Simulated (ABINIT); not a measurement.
The system is ScAl3.

```xyz
4
Lattice="4.0878 0.0000 0.0000 0.0000 4.0878 0.0000 0.0000 0.0000 4.0878" Properties=species:S:1:pos:R:3 pbc="T T T"
Sc    0.0000    0.0000    0.0000
Al    2.0439    2.0439    0.0000
Al    0.0000    2.0439    2.0439
Al    2.0439    0.0000    2.0439
```

The cell is a database's computed one.

Program: ABINIT 10.8.3 (patched build). Alike in all runs: no spin polarisation; cell as given; smearing fermi-dirac 0.05 eV. Hardware: 1 thread of Arm Neoverse V1, with other jobs on the host.

Task: Order these runs on this cell by their wall time, lowest first.
A. task band structure; level RPBE; potentials or basis JTH PAW PBE v2.0; k mesh 7 × 7 × 7; cutoff (eV) 544; fine-grid cutoff 1088.46 eV; mesh quality not flagged
B. task single point; level PBE; potentials or basis JTH PAW PBE v2.0; k mesh 4 × 4 × 4; cutoff (eV) 544; fine-grid cutoff 1088.46 eV; mesh quality coarse
C. task band structure; level PBEsol; potentials or basis PseudoDojo NC SR PBEsol v0.4.1 standard; k mesh 7 × 7 × 7; cutoff (eV) 1061; mesh quality not flagged

Result: B (13 s), A (61 s), C (210 s).

Caveats: some runs use coarse meshes.
